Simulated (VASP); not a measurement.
# MgB2 (P6/mmm) in VASP: settings compared, part 2 of 2

VASP 6.6.1. Earlier steps stand in the parts before.

### 3 Optical spectrum, PBE

Contents of INCAR:

```
SYSTEM = MgB2
PREC = Accurate
ENCUT = 520
EDIFF = 1E-6
ISMEAR = 0
SIGMA = 0.02
LREAL = .FALSE.
LASPH = .TRUE.
NELM = 80
ALGO = Normal
ISIF = 2
LWAVE = .FALSE.
LCHARG = .FALSE.
GGA = PE
LOPTICS = .TRUE.
NBANDS = 36
NEDOS = 1000
CSHIFT = 0.1
```

Contents of KPOINTS:

```
Automatic mesh
0
G
  10 10 8
  0 0 0
```

Contents of POSCAR:

```
MgB2
1.0
    3.0850000000      0.0000000000      0.0000000000
   -1.5425000000      2.6716883707      0.0000000000
    0.0000000000      0.0000000000      3.5230000000
Mg B
1 2
Direct
    0.0000000000      0.0000000000      0.0000000000
    0.6666666667      0.3333333333      0.5000000000
    0.3333333333      0.6666666667      0.5000000000
```

Potentials or basis: VASP PAW PBE potentials, release 64 (Mg, B).

The run is started by

```
cat potpaw_PBE.64/Mg/POTCAR potpaw_PBE.64/B/POTCAR > POTCAR
mpirun -np 1 vasp_std > vasp.out
```

OUTCAR:

```text
SYSTEM = MgB2
   PREC = Accurate
   ENCUT = 520
   EDIFF = 1E-6
   ISMEAR = 0
   LREAL = .FALSE.
   LASPH = .TRUE.
   NELM = 80
   ISIF = 2
   GGA = PE

 ion  position               nearest neighbor table
   1  0.000  0.000  0.000-   2 2.51   3 2.51   2 2.51   3 2.51   2 2.51   2 2.51   3 2.51   3 2.51
                             2 2.51   2 2.51   3 2.51   3 2.51
   2  0.667  0.333  0.500-   3 1.78   3 1.78   3 1.78   1 2.51   1 2.51   1 2.51   1 2.51   1 2.51
                             1 2.51
   3  0.333  0.667  0.500-   2 1.78   2 1.78   2 1.78   1 2.51   1 2.51   1 2.51   1 2.51   1 2.51
                             1 2.51

  LATTYP: Found a hexagonal cell.
 ALAT       =     3.0850000000
 C/A-ratio  =     1.1419773096

  Lattice vectors:

 A1 = (   3.0850000000,   0.0000000000,   0.0000000000)
 A2 = (  -1.5425000000,   2.6716883707,   0.0000000000)
 A3 = (   0.0000000000,   0.0000000000,   3.5230000000)

Analysis of symmetry for initial positions (statically):
=====================================================================
 Subroutine PRICEL returns:
 Original cell was already a primitive cell.

 Routine SETGRP: Setting up the symmetry group for a
 hexagonal supercell.

[... 658 lines left out ...]
      0.00000      0.00000      0.00000        -0.000000      0.000000      0.000000
      1.54250      0.89056      1.76150        -0.000000     -0.000000      0.000000
     -0.00000      1.78113      1.76150         0.000000      0.000000      0.000000
 -----------------------------------------------------------------------------------
    total drift:                                0.000000     -0.000000      0.000000

  FREE ENERGIE OF THE ION-ELECTRON SYSTEM (eV)
  ---------------------------------------------------
  free  energy   TOTEN  =       -15.3204767528 eV

  energy  without entropy=      -15.3202636093  energy(sigma->0) =      -15.32037018

 electrical conductivity sigma (Mega S m-1) (frequency dependency in vasprun.xml)
  --------------------------------------------------------------------------------------
       0.100       0.000       0.000
       0.000       0.100       0.000
       0.000       0.000       0.002

  frequency dependent IMAGINARY DIELECTRIC FUNCTION (independent particle, no local field effects) density-density
     E(ev)      X         Y         Z        XY        YZ        ZX
  --------------------------------------------------------------------------------------------------------------
     0.00000     0.00000     0.00000     0.00000     0.00000     0.00000     0.00000
     0.75928     2.39040     2.39040     0.02870     0.00000     0.00000     0.00000
     1.51857     6.87048     6.87048     0.06722     0.00000     0.00000     0.00000
     2.27785     7.57667     7.57667     0.13947     0.00000     0.00000     0.00000
     3.03713     4.28614     4.28614     0.43979     0.00000     0.00000     0.00000
     3.79642     1.42972     1.42972     1.36823    -0.00000    -0.00000    -0.00000
[... 92 lines left out ...]
    74.40975     0.00017     0.00017     0.00017    -0.00000    -0.00000    -0.00000
    75.16904     0.00017     0.00017     0.00017    -0.00000    -0.00000    -0.00000

  frequency dependent      REAL DIELECTRIC FUNCTION (independent particle, no local field effects) density-density
     E(ev)        X           Y           Z          XY          YZ          ZX
  --------------------------------------------------------------------------------------------------------------
     0.00000    24.52877    24.52877     6.49776     0.00000     0.00000    -0.00000
     0.75928     7.07953     7.07953     6.60391     0.00000     0.00000    -0.00000
     1.51857    15.32023    15.32023     6.95671     0.00000     0.00000    -0.00000
     2.27785     5.86962     5.86962     7.70085     0.00000     0.00000    -0.00000
     3.03713    -1.43391    -1.43391     9.08645    -0.00000    -0.00000    -0.00000
     3.79642     3.15820     3.15820    13.58033    -0.00000    -0.00000    -0.00000
[... 92 lines left out ...]
    74.40975     0.93970     0.93970     0.94021     0.00000     0.00000     0.00000
    75.16904     0.94098     0.94098     0.94151     0.00000     0.00000     0.00000

  frequency dependent IMAGINARY DIELECTRIC FUNCTION (independent particle, no local field effects) current-current
     E(ev)      X         Y         Z        XY        YZ        ZX
  --------------------------------------------------------------------------------------------------------------
     0.00000    62.26018    62.26018    14.49327    -0.00000    -0.00000    -0.00000
     0.75928     3.93069     3.93069     1.50548    -0.00000    -0.00000    -0.00000
     1.51857     8.77731     8.77731     0.85214    -0.00000    -0.00000    -0.00000
     2.27785     8.03313     8.03313     0.72821     0.00000    -0.00000     0.00000
     3.03713     4.10140     4.10140     0.97284     0.00000    -0.00000     0.00000
     3.79642     1.53966     1.53966     2.03370    -0.00000     0.00000     0.00000
[... 92 lines left out ...]
    74.40975     0.00001     0.00001     0.00001    -0.00000     0.00000    -0.00000
    75.16904     0.00001     0.00001     0.00001    -0.00000     0.00000    -0.00000

  frequency dependent      REAL DIELECTRIC FUNCTION (independent particle, no local field effects) current-current
     E(ev)        X           Y           Z          XY          YZ          ZX
  --------------------------------------------------------------------------------------------------------------
     0.00000    20.72972    20.72972     6.49400    -0.00000    -0.00000    -0.00000
     0.75928     6.80540     6.80540     6.59883    -0.00000    -0.00000    -0.00000
     1.51857    14.57352    14.57352     6.95057     0.00000    -0.00000    -0.00000
     2.27785     5.25506     5.25506     7.69183     0.00000    -0.00000    -0.00000
     3.03713    -1.65208    -1.65208     9.06159    -0.00000     0.00000     0.00000
     3.79642     3.10640     3.10640    13.51836     0.00000     0.00000    -0.00000
[... 92 lines left out ...]
    74.40975     0.93975     0.93975     0.94020    -0.00000     0.00000     0.00000
    75.16904     0.94104     0.94104     0.94150    -0.00000     0.00000     0.00000
```

It took 21 s on 1 thread of Intel Xeon 6975P-C (Granite Rapids), shared host; peak memory 0.21 GiB.

What came out:

```yaml
Free_energy: -15.3205 eV
Pressure: -1.1 GPa
Band_gap_on_the_k_mesh: none (metal or under the smearing width)
```

Levels at points of the mesh, in eV from the Fermi level:
| k point | band 1 | band 2 | band 3 | band 4 | band 5 | band 6 | band 7 | band 8 |
| --- | --- | --- | --- | --- | --- | --- | --- | --- |
| (0.00, 0.00, 0.00) | -12.45 | -2.97 | 0.34 | 0.34 | 1.61 | 6.27 | 6.27 | 8.04 |
| (0.50, 0.00, 0.00) | -8.57 | -7.85 | -2.20 | 0.18 | 3.04 | 3.83 | 5.28 | 7.05 |
| (0.00, 0.00, 0.50) | -11.17 | -7.46 | 0.71 | 0.71 | 6.60 | 6.60 | 7.91 | 9.80 |
| (0.50, 0.00, 0.50) | -7.59 | -6.94 | -3.60 | -1.90 | -1.34 | 5.66 | 8.72 | 8.85 |

Dielectric function (mean over the directions given):
```
energy (eV)  real part  imaginary part
       0.30      21.34           10.05
       1.29      12.41            3.84
       2.35       5.69            4.66
       3.34       5.42            1.53
       4.40      12.55            7.27
       5.47       5.59            4.45
       6.45       9.36           11.60
       7.52      -3.71            8.84
       8.58      -3.55            9.08
       9.57      -1.85            2.55
      10.63      -0.51            2.28
      11.62      -1.37            1.52
      12.68      -1.58            0.99
      13.74      -0.63            0.82
      14.73      -0.61            0.57
      15.79      -0.24            0.66
      16.86      -0.33            0.44
      17.84      -0.11            0.26
      18.91       0.16            0.35
      19.97       0.16            0.24
```

Caveat: spectra need much finer meshes, so this one isn't converged; independent-particle spectra lack excitons; the intraband (Drude) part of a metal's response may be missing.

### 4 The reference run

An earlier run on the cell as given: functional PBEsol; potentials or basis VASP PAW PBE potentials, release 64 (Mg, B); cutoff 520 eV; k mesh 10 × 10 × 8; occupations fermi-dirac, width 0.05 eV; no spin polarisation.

* Pressure: -3.0 GPa
* Band gap on the k mesh: none (metal or under the smearing width)

### 5 The runs side by side

```csv
task,level,k mesh,smearing,grid for exact exchange (PRECFOCK),exchange at q = 0,ladder,mesh quality,gap on the mesh (eV),pressure (GPa)
optical spectrum,B3LYP+TS,5 × 5 × 4,gaussian 0.1 eV,Normal,default,-,coarse,none,-13.8
optical spectrum,PBE,10 × 10 × 8,gaussian 0.02 eV,-,-,-,not flagged,none,-1.1
single point,PBEsol,10 × 10 × 8,fermi-dirac 0.05 eV,-,-,free,not flagged,none,-3.0
```

Alike in all rows: potentials or basis VASP PAW PBE potentials, release 64 (Mg, B); no spin polarisation; cell as given; cutoff (eV) 520.

Caveats: some runs use coarse meshes; spectra need much finer meshes, so this one isn't converged (some runs); the intraband (Drude) part of a metal's response may be missing (some runs); the PAW data sets were made with another functional, which shifts forces and pressure a little (some runs); atom-pairwise D2, TS and ULG terms overbind metals (some runs); these spectra lack excitons (some runs); pairwise dispersion overbinds metals, which lowers pressure and volume (some runs); independent-particle spectra lack excitons (some runs).

Absolute energies hang on the potentials; compare differences alone.
